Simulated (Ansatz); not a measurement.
Wanted: the native input for an Ansatz 0.2.0 run.

* Task: single point
* Functional: PBEsol
* Potentials or basis: Ansatz PAW
* Cutoff: 420 eV (not typed: the program's choice for these potentials)
* k mesh: 6 × 6 × 6
* Occupations: fermi-dirac, width 0.05 eV
* Spin: no spin polarisation

MnSn2:

```
Sn Mn
1.0
    -3.32950    3.32950    2.72350
     3.32950   -3.32950    2.72350
     3.32950    3.32950   -2.72350
Sn Mn
4 2
Direct
  0.83770 0.66230 0.50000
  0.33770 0.83770 0.17540
  0.16230 0.33770 0.50000
  0.66230 0.16230 0.82460
  0.75000 0.75000 0.00000
  0.25000 0.25000 0.00000
```

The input as run:

input.yaml

```yaml
crystal:
  lattice:
    - [-3.3295, 3.3295, 2.7235]
    - [3.3295, -3.3295, 2.7235]
    - [3.3295, 3.3295, -2.7235]
  atoms:
    - { symbol: Sn, position: [0.8377, 0.6623, 0.5] }
    - { symbol: Sn, position: [0.3377, 0.8377, 0.1754] }
    - { symbol: Sn, position: [0.1623, 0.3377, 0.5] }
    - { symbol: Sn, position: [0.6623, 0.1623, 0.8246] }
    - { symbol: Mn, position: [0.75, 0.75, 0.0] }
    - { symbol: Mn, position: [0.25, 0.25, 0.0] }
hamiltonian:
  xc: pbesol
  pseudopotentials: { kind: paw }
kpoints:
  mp_grid: { grid: [6, 6, 6] }
scf:
  occupations: { method: fermi_dirac, width: 0.05 }
output:
  forces: true
  stress: true
  eigenvalues: true
```

Potentials or basis: Ansatz PAW.

Launch:

```console
$ ansatz run input.yaml --threads 2 --pin off --max-ram 5632MiB --backend cpu --events-out ev --progress --plain --runs-dir out
```

Results of the run:

```yaml
Pressure: -10.5 GPa
Largest_force: 0.129 eV/Å
Band_gap_on_the_k_mesh: none (metal or under the smearing width)
```

Caveat: the PAW data sets come from PBE, with cores solved anew for the run's functional, which leaves a small shift of forces and pressure.

Wall time 1.6 s on 2 threads of AMD EPYC 9R45 96-Core Processor (Zen 5), on a shared host, peak memory 0.56 GiB.
